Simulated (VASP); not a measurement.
Set up this calculation in VASP 6.6.1, as the native input.

* Task: relaxation of the atoms
* Functional: PBEsol
* Potentials or basis: VASP PAW PBE potentials, release 64 (As, Pt)
* Cutoff: 600 eV
* k mesh: 6 × 6 × 6
* Occupations: gaussian, width 0.03 eV
* Spin: no spin polarisation
* Further INCAR settings: ALGO = Normal; EDIFF = 1e-07; IBRION = 2; EDIFFG = -0.01; NSW = 40

The structure of As2Pt (Sperrylite) lies in POSCAR:

```
As2Pt                                   
1.0
    5.9427390544      0.0000000000      0.0000000000
    0.0000000000      5.9427390544      0.0000000000
    0.0000000000      0.0000000000      5.9427390544
  As              Pt            
     8     4
Direct
     0.3828931724908671    0.3828931724908671    0.3828931724908671
     0.1171068275091329    0.6171068275091329    0.8828931724908671
     0.8828931724908671    0.1171068275091329    0.6171068275091329
     0.6171068275091329    0.8828931724908671    0.1171068275091329
     0.6171068275091329    0.6171068275091329    0.6171068275091329
     0.8828931724908671    0.3828931724908671    0.1171068275091329
     0.1171068275091329    0.8828931724908671    0.3828931724908671
     0.3828931724908671    0.1171068275091329    0.8828931724908671
     0.0000000000000000    0.0000000000000000    0.0000000000000000
     0.5000000000000000    0.0000000000000000    0.5000000000000000
     0.5000000000000000    0.5000000000000000    0.0000000000000000
     0.0000000000000000    0.5000000000000000    0.5000000000000000
```

The cell isn't the ideal one: a relaxed cell with its volume scaled by 0.98.

These files were run (other wordings do the same):

INCAR

```
PREC = Accurate ; ENCUT = 600
EDIFF = 1E-7 ; ISMEAR = 0
SIGMA = 0.03 ; LREAL = F
LASPH = T ; NELM = 80
ALGO = Normal ; ISIF = 2
LWAVE = F ; LCHARG = F
GGA = PS ; IBRION = 2
NSW = 40 ; EDIFFG = -0.01
KPAR = 4
```

KPOINTS

```
Automatic mesh
0
Gamma
  6 6 6
```

Potentials or basis: VASP PAW PBE potentials, release 64 (As, Pt).

Launch:

```bash
$ cat potpaw_PBE.64/As/POTCAR potpaw_PBE.64/Pt/POTCAR > POTCAR
$ mpirun -np 4 vasp_std > vasp.out
```

It gave:

- Energy gained by relaxing: 0.0 meV/atom
- Ionic steps: 2
- Pressure after relaxing: 3.4 GPa
- Band gap on the k mesh: 0.35 eV, indirect (least direct gap 1.12 eV)

Caveat: the PAW data sets were made with another functional, which shifts forces and pressure a little; spin-orbit coupling is left out, which moves the levels of the heavy elements.

It took 60 s on 4 MPI ranks on Intel(R) Xeon(R) 6975P-C (Granite Rapids), on a shared host, peak memory 0.48 GiB a rank.
